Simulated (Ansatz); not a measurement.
# Y (P2_1/m) in Ansatz: further runs

One crystal, Y, is run at these levels: PBEsol; tasks: single point.

Everything below comes from runs of Ansatz 0.2.0. Logs are shortened: lines on timing, memory, paths and dates and some standing lists are left out, and cuts for length are marked.

## 1. Starting point

The structure is monoclinic, space group P2_1/m (No. 11). The conventional cell has a = 3.580 Å, b = 11.844 Å, c = 3.643 Å, α = 90.00°, β = 118.27°, γ = 90.00°. Y (site symmetry m) is surrounded by 12 Y at 3.58 to 3.71 Å. Y (site symmetry -1) has 12 Y at 3.58 to 3.71 Å as nearest neighbours.

## 2. Single point, PBEsol, 34.01 Å³/atom

The input, input.yaml:

```yaml
crystal:
  lattice:
    - [3.6425441402, -0.0728508828, 0.0]
    - [-1.8843627853, 3.1909612012, 0.0]
    - [0.0, 0.0, 11.84413035]
  atoms:
    - { symbol: "Y", position: [0.6666666667, 0.3333333333, 0.75] }
    - { symbol: "Y", position: [0.0, 0.0, 0.5] }
    - { symbol: "Y", position: [0.3333333333, 0.6666666667, 0.25] }
    - { symbol: "Y", position: [0.0, 0.0, 0.0] }
hamiltonian:
  xc: pbesol
  pseudopotentials: { kind: paw }
kpoints:
  mp_grid: { grid: [7, 7, 2] }
scf:
  occupations: { method: fermi_dirac, width: 0.05 }
output:
  forces: true
  stress: true
  eigenvalues: true
  write_density: true
  write_potential: true
  elf: true
  volumetric_format: npy
```

Potentials or basis: Ansatz PAW.

Launch:

```
ansatz run input.yaml --threads 2 --pin off --max-ram 5632MiB --backend cpu --events-out ev --progress --plain --runs-dir out
```

Log:

```text
Warning: RAYON_NUM_THREADS=2 ignored (pool sized by the plan → 2); use --threads N
Engine: ansatz 0.2.0, x86_64-unknown-linux-gnu
Pseudopotentials: kind: paw
Pseudopotential: Y, paw, valence charge 11, recommended cutoff 420 eV (normal), Y.paw.azcp
Functional definition: PBEsol
  exchange = pbesol_x
  correlation = pbesol_c
Crystal: 4 atoms, lattice volume = 136.041 Å³
Basis set: ecut = 420 eV, 2659 PW (Γ), exchange–correlation on 50×50×160 points (8 copies of the dense FFT grid, shifted against one another)
Bands: 27, of which v1, the nominal top of the filled ones, is band 22 counted from 1 (21 counted from 0)
Symmetry: 4 space group operations
Space group: P21/m (ITA 11), of the structure as read, at distance tolerance 5.1e-5 Å
k-points: 50 of 98
Non-local potential: Y, projectors of the file, l = 0: 3, l = 1: 2, l = 2: 2, l = 3: 1
PAW form: soft (Blöchl's): semilocal exchange-correlation on the pseudo side does not see the compensation charge
PAW frozen core: Y, regenerated for the run's functional, and the local potential with it (the file was generated under x = pbe(κ = 0.804, μ = 0.2195149727645171), c = pbe(β = 0.06672455060314922))
PAW one-centre angular grid: Y, 590 points (default); XC on 64 Gauss nodes
Initial density: superposition of atomic densities (neutral atoms: chi_scale 0, normalization atom), corrected by the library's trained network
Initial wavefunctions: pseudopotential atomic-orbital guess
Functional: x = pbesol(κ = 0.804, μ = 0.12345679012345678), c = pbesol(β = 0.046)
SCF iter   1: F=—  HF=-15180.155452 eV  |F-HF|=—  |Δ(HF+E_count)|=         —  Δρ=1.98e-3  dr2=3.03e-3  ethr=1.77e-3  ⟨swp⟩=5.3  Hψ=5687  notcnv=0
preconditioner: auto → Kerker (q_TF=auto, 2.260 Å⁻¹)  [metal: Δε(μ)=0.040 eV  Ē_g=2.070 eV  σ=0.050 eV  W_gap=0.19  n_scr=34 (ndim 8)  ℏωp=11.0 eV  f_vac=0.000  D(μ)=5.78/eV (n_scr^D=52)]
SCF iter   2: F=—  HF=-15180.154535 eV  |F-HF|=—  |Δ(HF+E_count)|=   9.17e-4  Δρ=1.15e-3  dr2=1.14e-3  ethr=6.88e-6  ⟨swp⟩=2.2  Hψ=2410  notcnv=0
SCF iter   3: F=—  HF=-15180.154641 eV  |F-HF|=—  |Δ(HF+E_count)|=   1.06e-4  Δρ=1.48e-4  dr2=3.68e-5  ethr=2.59e-6  ⟨swp⟩=2.0  Hψ=1565  notcnv=0
SCF iter   4: F=—  HF=-15180.154630 eV  |F-HF|=—  |Δ(HF+E_count)|=   1.02e-5  Δρ=4.11e-5  dr2=4.38e-6  ethr=8.36e-8  ⟨swp⟩=2.1  Hψ=1789  notcnv=0
SCF iter   5: F=—  HF=-15180.154630 eV  |F-HF|=—  |Δ(HF+E_count)|=   5.60e-7  Δρ=1.37e-5  dr2=7.06e-7  ethr=9.96e-9  ⟨swp⟩=2.0  Hψ=1602  notcnv=0
SCF iter   6: F=-15180.154630 eV  HF=-15180.154630 eV  |F-HF|=2.51e-9  |Δ(HF+E_count)|=   5.79e-8  Δρ=2.60e-6  dr2=1.14e-8  ethr=2.27e-10  ⟨swp⟩=6.3  Hψ=8244  notcnv=0
SCF 1 converged in 6 iterations: F = -15180.154630 eV  dr2 = 1.14e-8
  Residual-converged pass: ⟨swp⟩=1.0  Hψ=1551  notcnv=0  max |occ|·‖R‖ = 7.1e-9 eV (tolerance 1.0e-8 eV)  dr2=1.14e-8  dr2_onsite=2.74e-10  max |Δocc| = 1.1e-12
SCF converged after 6 iterations
Free energy (F): -15180.154630 eV
Harris-Foulkes:  -15180.154630 eV  (|F-HF|=2.51e-9)
Internal energy: -15180.104170 eV  (E = F + TS)
E sigma→0 (E₀):  -15180.129400 eV
Entropy (-TS):   -0.050460 eV (-12.615 meV/atom)
Fermi energy:    8.898705 eV
--- Per-component energies (eV) ---
  E_band       = -509.172954
  E_kinetic    = 1214.101046
  E_local      = -2513.550415  (includes V_loc(G=0)·N_el)
  E_nonlocal   = 206.842927
  E_hartree    = 794.966474
  E_xc         = -683.374156
  E_vxc        = -788.036656  (∫ρ·V_xc dr)
  E_paw        = -11093.626891  (= ΣΔE_a)
  E_vpaw       = -218.461314  (= ΣTr[D̂ρ^β])
  E_aug_tail   = 0.000010  (compensation charges beyond the density's cutoff)
  E_ewald      = -3106.058256
  E_core_change = 0.595091  (= ΣΔE_core)
  E_smearing   = -0.050460  (= −TS)
  E_closure    = 0.000000  (closes the sum)
  Σ components = -15180.154630   (vs F -15180.154630, Δ=0.00e0)
--- Forces (eV/Å), atoms counted from 1 ---
  atom   1  Y      0.03527413     0.00374106     0.00000000
  atom   2  Y      0.00000000    -0.00000000     0.00000000
  atom   3  Y     -0.03527413    -0.00374106    -0.00000000
  atom   4  Y      0.00000000     0.00000000     0.00000000
  max |Σ_I F_I| component: 6.94e-18 eV/Å
--- Stress (GPa, compression-positive) ---
       -3.265633       0.908150       0.000000
        0.908150      -3.264386      -0.000000
        0.000000      -0.000000      -3.994942
  P = ⅓ Tr σ = -3.5083 GPa (-35.083 kbar)
--- Band table (eV; the first three rows and the last of 50) ---
  k-point 0: bands = ["-33.8002", "-33.7755", "-33.7692", "-33.7444", "-14.0535", "-13.8213", "-13.7990", "-13.6304", "-13.6138", "-13.5986", "-13.5961", "-13.5823", "-13.5784", "-13.5637", "-13.5536", "-13.5463", "4.2235", "5.5354", "5.5490", "6.9659", "9.4181", "9.5911", "9.6364", "10.2219", "10.3025", "10.6058", "10.6120"]
  k-point 1: bands = ["-33.7922", "-33.7922", "-33.7525", "-33.7525", "-13.9836", "-13.9836", "-13.6306", "-13.6306", "-13.6207", "-13.6207", "-13.6041", "-13.6041", "-13.5734", "-13.5734", "-13.5561", "-13.5561", "4.5887", "4.5887", "6.5762", "6.5762", "9.3109", "9.3109", "10.2605", "10.2605", "10.3230", "10.3230", "10.5607"]
  k-point 2: bands = ["-33.7910", "-33.7687", "-33.7624", "-33.7400", "-14.0220", "-13.8327", "-13.8134", "-13.6913", "-13.6462", "-13.6411", "-13.6403", "-13.6218", "-13.6078", "-13.6047", "-13.5666", "-13.5654", "4.6428", "5.9013", "5.9139", "7.3766", "9.0705", "9.3441", "9.5437", "9.9260", "10.0865", "10.1695", "10.7588"]
  k-point 49: bands = ["-33.7489", "-33.7489", "-33.7299", "-33.7299", "-13.9585", "-13.9585", "-13.9195", "-13.9195", "-13.7850", "-13.7850", "-13.7324", "-13.7324", "-13.6861", "-13.6861", "-13.6278", "-13.6278", "6.8334", "6.8334", "7.8871", "7.8871", "8.5641", "8.5641", "9.0399", "9.0399", "9.7500", "9.7500", "10.1034"]
```

rho_z.tsv:

```text
# z_ang	rho[e/angstrom^3]
# format = ansatz-planar-average/11
# lattice	3.642544140	-0.072850883	0.000000000
# lattice	-1.884362785	3.190961201	0.000000000
# lattice	0.000000000	0.000000000	11.844130350
# sites	4
# site	39	1.800241832	1.015086478	8.883097763
# site	39	0.000000000	0.000000000	5.922065175
# site	39	-0.042060477	2.103023840	2.961032588
# site	39	0.000000000	0.000000000	0.000000000
0.000000	6.776766e-1
0.148052	6.583462e-1
0.296103	5.950584e-1
0.444155	4.879457e-1
0.592207	3.608466e-1
0.740258	2.482776e-1
[... 72 lines left out ...]
11.548027	5.950584e-1
11.696079	6.583462e-1
```

Wall time 2 s (2 threads of AMD EPYC 9R45 (Zen 5), shared host); peak memory 0.53 GiB.

What came out:

* Free energy: -15180.1546 eV
* Pressure: -3.5 GPa
* Largest force: 0.035 eV/Å
* Band gap on the k mesh: none (metal or under the smearing width)

Caveat: the PAW data sets come from PBE, with cores solved anew for the run's functional, which leaves a small shift of forces and pressure.

## 3. Single point, PBEsol, 34.02 Å³/atom

input.yaml: that of step 2 with these lines changed.

```diff
@@ -2,4 +2,4 @@
   lattice:
-    - [3.6425441402, -0.0728508828, 0.0]
-    - [-1.8843627853, 3.1909612012, 0.0]
+    - [3.6425441402, -0.0364254414, 0.0]
+    - [-1.8528174277, 3.1727484805, 0.0]
     - [0.0, 0.0, 11.84413035]
@@ -21,5 +21 @@
   eigenvalues: true
-  write_density: true
-  write_potential: true
-  elf: true
-  volumetric_format: npy
```

Potentials or basis: Ansatz PAW.

Launch:

```
ansatz run input.yaml --threads 2 --pin off --max-ram 5632MiB --backend cpu --events-out ev --progress --plain --runs-dir out
```

It took 1.5 s on 2 threads of AMD EPYC 9R45 (Zen 5), shared host; peak memory 0.52 GiB.

It converged, with:

```
Free energy            : -15180.1652 eV
Pressure               : -3.5 GPa
Largest force          : 0.016 eV/Å
Band gap on the k mesh : none (metal or under the smearing width)
```

Caveat: the PAW data sets come from PBE, with cores solved anew for the run's functional, which leaves a small shift of forces and pressure.
